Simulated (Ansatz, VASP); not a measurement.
## MgO2: VASP beside Ansatz

```xyz
12
Lattice="4.8408 0.0000 0.0000 0.0000 4.8408 0.0000 0.0000 0.0000 4.8408" Properties=species:S:1:pos:R:3 pbc="T T T"
Mg    0.0000    2.4204    2.4204
Mg    2.4204    2.4204    0.0000
Mg    2.4204    0.0000    2.4204
Mg    0.0000    0.0000    0.0000
O     1.9926    0.4278    4.4131
O     0.4278    4.4131    1.9926
O     4.4131    1.9926    0.4278
O     2.8482    2.8482    2.8482
O     1.9926    1.9926    1.9926
O     0.4278    2.8482    4.4131
O     4.4131    0.4278    2.8482
O     2.8482    4.4131    0.4278
```

Alike in both runs: functional PBEsol; k mesh 6 × 6 × 6; no spin polarisation.

Ansatz relaxed the structure, and its values are those at the end. VASP's run is a single point on that final structure, the one shown.

|  | VASP | Ansatz |
| --- | --- | --- |
| version | VASP 6.6.1 | Ansatz 0.2.0 |
| potentials or method | VASP PAW PBE potentials, release 64 (Mg, O) | scalar-relativistic, plane waves, PAW |
| plane-wave cutoff (eV) | 520 | 420 |
| occupations | gaussian, width 0.01 eV | fixed |
| valence electrons in the cell | 56 | 88 |

VASP gave:

```
gap on the k mesh at the Fermi level (eV) : 3.95
least direct gap on the mesh (eV)         : 4.07
pressure (GPa)                            : -0.1
rms of the force components (eV/Å)        : 0.093
```

**Question.** Estimate Ansatz's values.

**Answer.** gap on the k mesh at the Fermi level (eV): 3.97; least direct gap on the mesh (eV): 4.10; pressure (GPa): 0.0; rms of the force components (eV/Å): 0.000.

The two sets of potentials don't hold the same shells in valence.

Caveats: the PAW data sets were made with another functional, which shifts forces and pressure a little (VASP). A k mesh can miss the band edges.
